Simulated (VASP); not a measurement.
**Input and output of a VASP r²SCAN single-point calculation on SiC (strained zincblende)**

INCAR

```
METAGGA = R2SCAN
ISIF = 2
LCHARG = .FALSE.
NSW = 0
LASPH = .TRUE.
NBANDS = 11
LWAVE = .FALSE.
ISMEAR = 0
EDIFF = 1E-7
PREC = Accurate
ENCUT = 520
NELM = 120
LREAL = .FALSE.
IBRION = -1
SIGMA = 0.01
ALGO = Normal
```

KPOINTS

```
KPOINTS created by Atomic Simulation Environment
0
Gamma
10 10 10
0 0 0
```

KPOINTS_OPT

```
special points
7
Reciprocal
0.0000000000 0.0000000000 0.0000000000 1
-0.5000000000 -0.5000000000 0.0000000000 1
-0.3750000000 -0.3750000000 0.2500000000 1
-0.3750000000 0.0000000000 0.3750000000 1
0.0000000000 0.0000000000 0.5000000000 1
-0.5000000000 -0.2500000000 0.2500000000 1
0.0000000000 0.5000000000 0.5000000000 1
```

POSCAR

```
Si C
 1.0000000000000000
     0.0000000000000000    2.1127107805000001    2.1127107805000001
     2.1127107805000001    0.0000000000000000    2.1127107805000001
     2.1127107805000001    2.1127107805000001    0.0000000000000000
 Si  C
   1   1
Cartesian
  0.0000000000000000  0.0000000000000000  0.0000000000000000
  1.0563553902500000  1.0563553902500000  1.0563553902500000
```

VASP ran with the recommended PBE PAW datasets (8 valence electrons in the cell).

Command

```
mpirun -np 1 vasp_std
```

OSZICAR

```
N       E                     dE             d eps       ncg     rms          rms(c)
DAV:   1    -0.422009047243E+00   -0.42201E+00   -0.42177E+03  1082   0.640E+02
DAV:   2    -0.217326027950E+02   -0.21311E+02   -0.20201E+02  1314   0.116E+02
DAV:   3    -0.223792825016E+02   -0.64668E+00   -0.64553E+00  1284   0.167E+01
DAV:   4    -0.223813780285E+02   -0.20955E-02   -0.20955E-02  1165   0.124E+00
DAV:   5    -0.223813857670E+02   -0.77385E-05   -0.77385E-05  1276   0.694E-02    0.103E+01
DAV:   6    -0.191812764473E+02    0.32001E+01   -0.51606E+00  1130   0.112E+01    0.579E+00
DAV:   7    -0.191876807794E+02   -0.64043E-02   -0.63534E-01  1256   0.464E+00    0.268E+00
DAV:   8    -0.191985053545E+02   -0.10825E-01   -0.20628E-02  1118   0.113E+00    0.249E-01
DAV:   9    -0.191988888105E+02   -0.38346E-03   -0.42080E-04  1333   0.180E-01    0.167E-01
DAV:  10    -0.191989469505E+02   -0.58140E-04   -0.60225E-05  1139   0.736E-02    0.141E-02
DAV:  11    -0.191989473758E+02   -0.42536E-06   -0.11471E-06  1284   0.645E-03    0.419E-03
DAV:  12    -0.191989473584E+02    0.17440E-07   -0.20553E-07  1175   0.391E-03
   1 F= -.19198947E+02 E0= -.19198947E+02  d E =-.624346E-41
       N       E                     dE             ncg
DAV:   1     0.760348560751E+03   -0.18919E+04      154
DAV:   2     0.629664295594E+03   -0.13068E+03      205
DAV:   3     0.626257574724E+03   -0.34067E+01      204
DAV:   4     0.626246497050E+03   -0.11078E-01      181
DAV:   5     0.626246457398E+03   -0.39652E-04      206
DAV:   6     0.626246457208E+03   -0.19014E-06      181
DAV:   7     0.626246457207E+03   -0.12296E-08      200
```

From OUTCAR

```
k-points           NKPTS =     47   k-points in BZ     NKDIM =     47   number of bands    NBANDS=     11

   NELECT =       8.0000    total number of electrons

   dimension x,y,z NGX =    24 NGY =   24 NGZ =   24
   dimension x,y,z NGXF=    48 NGYF=   48 NGZF=   48

  energy-cutoff  :      520.00
  volume of cell :       18.86
      direct lattice vectors                 reciprocal lattice vectors
     0.000000000  2.112710781  2.112710781    -0.236662777  0.236662777  0.236662777
     2.112710781  0.000000000  2.112710781     0.236662777 -0.236662777  0.236662777
     2.112710781  2.112710781  0.000000000     0.236662777  0.236662777 -0.236662777

 k-points in reciprocal lattice and weights: KPOINTS created by Atomic Simulation Env
   0.00000000  0.00000000  0.00000000       0.001
   0.10000000  0.00000000  0.00000000       0.008
   0.20000000  0.00000000  0.00000000       0.008
   0.30000000  0.00000000  0.00000000       0.008
   0.40000000  0.00000000  0.00000000       0.008
   0.50000000  0.00000000  0.00000000       0.004
   0.10000000  0.10000000  0.00000000       0.006
   0.20000000  0.10000000  0.00000000       0.024
   ...

 E-fermi :   9.1415

 k-point     1 :       0.0000    0.0000    0.0000
  band No.  band energies     occupation
      1      -7.8857      2.00000
      2       9.0499      2.00000
      3       9.0499      2.00000
      4       9.0499      2.00000
      5      17.0626      0.00000
      6      17.6240      0.00000
      7      17.6240      0.00000
      8      17.6240      0.00000
      9      24.8486      0.00000
     10      24.8486      0.00000
     11      28.2473      0.00000

 k-point     2 :       0.1000    0.0000    0.0000
  band No.  band energies     occupation
      1      -7.6681      2.00000
      2       7.9868      2.00000
      3       8.9085      2.00000
      4       8.9085      2.00000
      5      17.1178      0.00000
      6      17.8969      0.00000
      7      17.8969      0.00000
      8      18.1562      0.00000
      9      23.8329      0.00000
     10      23.8329      0.00000
     11      27.2935      0.00000

 k-point     3 :       0.2000    0.0000    0.0000
  band No.  band energies     occupation
      1      -7.0248      2.00000
      2       5.6892      2.00000
      3       8.5824      2.00000
      4       8.5824      2.00000
      5      16.7212      0.00000
      6      18.2483      0.00000
      7      18.2483      0.00000
      8      19.5578      0.00000
      9      23.1525      0.00000
     10      23.1525      0.00000
     11      26.3482      0.00000

 k-point     4 :       0.3000    0.0000    0.0000
  band No.  band energies     occupation
      1      -5.9952      2.00000
      2       3.1448      2.00000
      3       8.2445      2.00000
      4       8.2445      2.00000
      5      16.3121      0.00000
      6      17.9473      0.00000
      7      17.9473      0.00000
      8      20.4792      0.00000
      9      24.2321      0.00000
     10      24.2321      0.00000
     11      26.2823      0.00000

 k-point     5 :       0.4000    0.0000    0.0000
  band No.  band energies     occupation
      1      -4.7194      2.00000
      2       0.8692      2.00000
      3       8.0098      2.00000
      4       8.0098      2.00000
      5      16.0508      0.00000
      6      17.4324      0.00000
      7      17.4324      0.00000
      8      20.6242      0.00000
      9      26.5342      0.00000
     10      26.5342      0.00000
     11      27.1559      0.00000

 k-point     6 :       0.5000    0.0000    0.0000
  band No.  band energies     occupation
      1      -3.9026      2.00000
      2      -0.2932      2.00000
      3       7.9275      2.00000
      4       7.9275      2.00000
      5      15.9644      0.00000
      6      17.2192      0.00000
      7      17.2192      0.00000
      8      20.5741      0.00000
      9      27.7494      0.00000
     10      28.4737      0.00000
     11      28.4737      0.00000

 k-point     7 :       0.1000    0.1000    0.0000
  band No.  band energies     occupation
      1      -7.5955      2.00000
      2       8.2913      2.00000
      3       8.5341      2.00000
      4       8.5341      2.00000
      5      16.7750      0.00000
      6      17.8321      0.00000
      7      18.4188      0.00000
      8      18.4188      0.00000
      9      22.3215      0.00000
     10      25.1817      0.00000
     11      28.8201      0.00000

 k-point     8 :       0.2000    0.1000    0.0000
  band No.  band energies     occupation
      1      -7.0938      2.00000
      2       6.4880      2.00000
      3       8.0657      2.00000
      4       8.4052      2.00000
      5      16.3672      0.00000
      6      18.1228      0.00000
      7      19.0129      0.00000
      8      19.1032      0.00000
      9      21.7774      0.00000
     10      24.9024      0.00000
     11      27.9400      0.00000

 k-point     9 :       0.3000    0.1000    0.0000
  band No.  band energies     occupation
      1      -6.1902      2.00000
      2       4.0677      2.00000
      3       7.6989      2.00000
      4       8.0207      2.00000
      5      16.0408      0.00000
      6      18.0872      0.00000
      7      19.0978      0.00000
      8      19.4497      0.00000
      9      22.9560      0.00000
     10      25.5130      0.00000
     11      27.3652      0.00000

 k-point    10 :       0.4000    0.1000    0.0000
  band No.  band energies     occupation
      1      -4.9746      2.00000
      2       1.7091      2.00000
      3       7.5354      2.00000
      4       7.5402      2.00000
      5      15.7371      0.00000
      6      17.5696      0.00000
      7      18.4898      0.00000
      8      20.7550      0.00000
      9      24.1907      0.00000
     10      27.4440      0.00000
     11      27.9189      0.00000

 k-point    11 :       0.5000    0.1000    0.0000
  band No.  band energies     occupation
      1      -3.8577      2.00000
      2       0.0401      2.00000
      3       7.1417      2.00000
      4       7.6024      2.00000
      5      15.7205      0.00000
      6      17.2738      0.00000
      7      17.9437      0.00000
      8      21.4527      0.00000
      9      25.9066      0.00000
     10      28.4708      0.00000
     11      28.6816      0.00000

 k-point    12 :      -0.4000    0.1000    0.0000
  band No.  band energies     occupation
      1      -4.1555      2.00000
      2       0.4515      2.00000
      3       6.9287      2.00000
      4       7.8759      2.00000
      5      16.0623      0.00000
      6      17.2615      0.00000
      7      17.7487      0.00000
      8      21.4594      0.00000
      9      25.9369      0.00000
     10      26.8354      0.00000
     11      28.9368      0.00000

 k-point    13 :      -0.3000    0.1000    0.0000
  band No.  band energies     occupation
      1      -5.4043      2.00000
      2       2.4629      2.00000
      3       6.9613      2.00000
      4       8.2869      2.00000
      5      16.5983      0.00000
      6      17.6252      0.00000
      7      17.9315      0.00000
      8      20.8235      0.00000
      9      23.3740      0.00000
     10      26.0348      0.00000
     11      28.1832      0.00000

 k-point    14 :      -0.2000    0.1000    0.0000
  band No.  band energies     occupation
      1      -6.5339      2.00000
      2       4.8713      2.00000
      3       7.2744      2.00000
      4       8.7141      2.00000
      5      17.0845      0.00000
      6      18.1817      0.00000
      7      18.1830      0.00000
      8      19.7147      0.00000
      9      21.8824      0.00000
     10      24.8628      0.00000
     11      27.8295      0.00000

 k-point    15 :      -0.1000    0.1000    0.0000
  band No.  band energies     occupation
      1      -7.3083      2.00000
      2       6.9833      2.00000
      3       7.9699      2.00000
      4       8.9772      2.00000
      5      17.3540      0.00000
      6      17.8727      0.00000
      7      17.9709      0.00000
      8      19.1266      0.00000
      9      22.2314      0.00000
     10      24.0167      0.00000
     11      28.4259      0.00000

 k-point    16 :       0.2000    0.2000    0.0000
  band No.  band energies     occupation
      1      -6.7372      2.00000
      2       6.5762      2.00000
      3       7.4644      2.00000
      4       7.4644      2.00000
      5      15.0159      0.00000
      6      17.3358      0.00000
      7      20.2691      0.00000
      8      20.2691      0.00000
      9      21.5627      0.00000
     10      26.1738      0.00000
     11      30.5302      0.00000

 ...

  Total        2.8861114      2.8861114      2.8861114     -0.0000000     -0.0000000      0.0000000
  in kB      245.1735005    245.1735005    245.1735005     -0.0000000     -0.0000000      0.0000000
  external PRESSURE =     245.1735005 kB  Pullay stress =       0.0000000 kB

 POSITION                                       TOTAL-FORCE (eV/Angst)
 -----------------------------------------------------------------------------------
      0.00000      0.00000      0.00000         0.000000     -0.000000      0.000000
      1.05636      1.05636      1.05636        -0.000000      0.000000     -0.000000
 -----------------------------------------------------------------------------------
    total drift:                               -0.000000     -0.000000     -0.000000

  FREE ENERGIE OF THE ION-ELECTRON SYSTEM (eV)
  ---------------------------------------------------
  free  energy   TOTEN  =       -19.1989473584 eV

  energy  without entropy=      -19.1989473584  energy(sigma->0) =      -19.19894736
```

```json
{"gap between bands v and c": "1.66 eV", "least direct gap": "5.17 eV", "pressure": "24.5 GPa"}
```

Band v is the last that the valence electrons fill when counted band by band, and c is the next.

The run took about 27 s on one core of a shared host (Intel Xeon Platinum 8488C) and held 0.14 GiB at most.
